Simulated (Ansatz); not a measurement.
**InP$_{3}$: a fit and a missing row**

InP$_{3}$, R-3m, a = 7.483 Å, c = 10.108 Å. The structure is a COD entry; whether it is the stable form wasn't checked. Ansatz: r2SCAN, PAW, 500 eV, Γ-centred 6×6×6 mesh on 8 atoms, Gaussian smearing 0.10 eV; no spin polarisation. Shape and atoms are relaxed at each volume; pressure is positive in compression.

```
V (Å³/atom) P (GPa)
     17.972     9.57
     18.585     6.48
     19.198     3.90
     19.811     1.75
     20.423     0.00
     21.036        ?
     21.649    -2.72
     22.466    -4.02
```

Q: Take V0 = 20.423 Å³/atom, fit the third-order Birch–Murnaghan form to the other rows, and predict the missing pressure.

A: With the Eulerian strain f = ½[(V0/V)^(2/3) − 1] and y = P/[3f(1 + 2f)^(5/2)], the form is the line y = B0 + 1.5 B0 (B0′ − 4) f. Rows (f, y): 0.04448, 58.0; 0.03244, 56.9; 0.02105, 55.7; 0.01025, 54.1; -0.01906, 52.4; -0.03079, 51.0. Means f = 0.009728, y = 54.683; Σ(Δf)² = 0.004322, ΣΔfΔy = 0.3918; the slope is their ratio. y = 53.80 + 90.64 f GPa, so B0 = 53.8 GPa and B0′ = 4 + 2 × (90.64)/(3 × 53.80) = 5.12. At V = 21.036, f = -0.00976, y = 52.92 and P = -1.47 GPa. The run gave -1.48 GPa, so the fit is 0.01 GPa too high, within the rms miss on the fitted rows (0.02 GPa).